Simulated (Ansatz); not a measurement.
# Al (Fm-3m): surface slab from a Python script

The task is a surface slab, for Al (Fm-3m).

Program: Ansatz 0.2.0, driven from Python. Level of theory: DFT PBE, plane waves, PAW. These are calculated values, not measurements.

## 1. Starting point

The structure is cubic, space group Fm-3m (No. 225). The conventional cell has a = 4.050 Å, b = 4.050 Å, c = 4.050 Å, α = 90.00°, β = 90.00°, γ = 90.00°. Al (site symmetry m-3m) has 12 Al at 2.86 Å in its first shell of neighbours.

POSCAR, read by the script:

```text
Al
1.0
   0.00000000    2.02480500    2.02480500
   2.02480500    0.00000000    2.02480500
   2.02480500    2.02480500    0.00000000
Al
1
Direct
   0.00000000    0.00000000    0.00000000
```

## 2. Script

Contents of slab_al.py:

```python
"""Cutting and solving a surface of Al."""

import warnings

import ansatz as az
from ase.build import surface
from ase.io import read
import numpy as np

config = {
    "xc": "pbe",
    "filling": "methfessel_paxton",
    "cutoff": 510,
}


def main() -> None:
    warnings.simplefilter("ignore", az.DeckWarning)

    atoms = read("POSCAR", format="vasp")
    # the plane is named in the basis of this cell
    slab = surface(atoms, (1, 1, 0), 5, vacuum=6.0)
    slab.pbc = True

    print(slab.get_chemical_formula(), "area {:.3f} A^2, cell height {:.2f} A".format(np.linalg.norm(np.cross(slab.cell[0], slab.cell[1])), slab.cell[2, 2]))


    def prepared(structure):
        return (
            az.Crystal.from_ase(structure).calculation()
            .functional(config["xc"])
            .occupations(config["filling"])
            .basis(config["cutoff"])
        )


    job = (
        prepared(slab)
        .kpoints(7, 7, 1)
        .electric_field(axis=3, dipole_correction=True)
        .relax(force_tolerance=0.03, max_steps=30)
    )
    res = job.run(threads=1)
    data = res.report

    print(f"slab free energy {data['free_energy_ev']:.4f} eV, Fermi level {data['fermi_energy_ev']:.3f} eV")
    face = data["work_function"]
    print("work function (eV), upper and lower face:", *(round(face[k], 3) for k in ("phi_plus_ev", "phi_minus_ev") if face.get(k) is not None))
    print(f"dipole {face['dipole_moment_e_ang']:+.4f} e A")

    print("atom   z before  z after (A)")
    for atom, site in zip(slab, res.lattice.sites):
        print(f"{atom.symbol:3s} {atom.z:9.3f} {site.position_ang[2]:9.3f}")


if __name__ == "__main__":
    main()
```

## 3. The input behind the calls

The package turns the script's settings into the engine's input:

```yaml
crystal:
  lattice:
    - [2.863506692160855, 0.0, 0.0]
    - [0.0, 2.863506692160855, 0.0]
    - [0.0, 0.0, 20.099220000000003]
  atoms:
    - { symbol: Al, position: [0.0, 0.0, 0.29851904700779436] }
    - { symbol: Al, position: [0.49999999999999994, 0.5, 0.39925952350389715] }
    - { symbol: Al, position: [0.9999999999999999, 1.1102230246251565e-16, 0.5] }
    - { symbol: Al, position: [0.4999999999999998, 0.5000000000000002, 0.6007404764961028] }
    - { symbol: Al, position: [0.9999999999999999, 2.220446049250313e-16, 0.7014809529922057] }
basis:
  ecutwfc: 510.0
kpoints:
  mp_grid:
    grid: [7, 7, 1]
hamiltonian:
  xc: pbe
efield:
  axis: 3
  dipole_correction: true
scf:
  occupations:
    method: methfessel_paxton
relax:
  f_tol: 0.03
  max_steps: 30
```

## 4. The run

Started as:

```console
$ python slab_al.py
```

Without the output at hand: what should come out? Wanted: free energy; moves of the relaxation; energy gained; last largest force component; vacuum level less Fermi level, upper / lower face.

The runs gave:

```
                                         quantity                              value
                                      free energy  -2686.5908 eV (-537.3182 eV/atom)
                          moves of the relaxation                                  2
                                    energy gained                       4.1 meV/atom
                     last largest force component                        0.0217 eV/Å
vacuum level less Fermi level, upper / lower face                     4.49 / 4.49 eV
```

The relaxation took 2 moves; the largest shift is 0.090 Å. Both faces give the same value. Notes:
- The density doesn't vanish in the vacuum (a short gap or a low cutoff), which blurs the vacuum level.
- For a metal this k-point mesh is coarse: on a finer one energies can move by several to tens of meV an atom and pressures by half a GPa or more, differences at one mesh by less.
- The relaxation stopped at 0.022 eV/Å, so the energy gained is a lower bound and displacements are uncertain.
- The zero of the levels is a convention of the potentials, so an absolute Fermi energy is no work function.
- The slab is thin and cut from the structure as given; a cut can leave two unlike or polar faces, and the surface energy is then their mean. Miller indices refer to the vectors of the cell as typed, and the lattice isn't relaxed for this functional, so relaxation and surface energy can hold strain.
- The script silences the warnings on its input, which a real study should read.
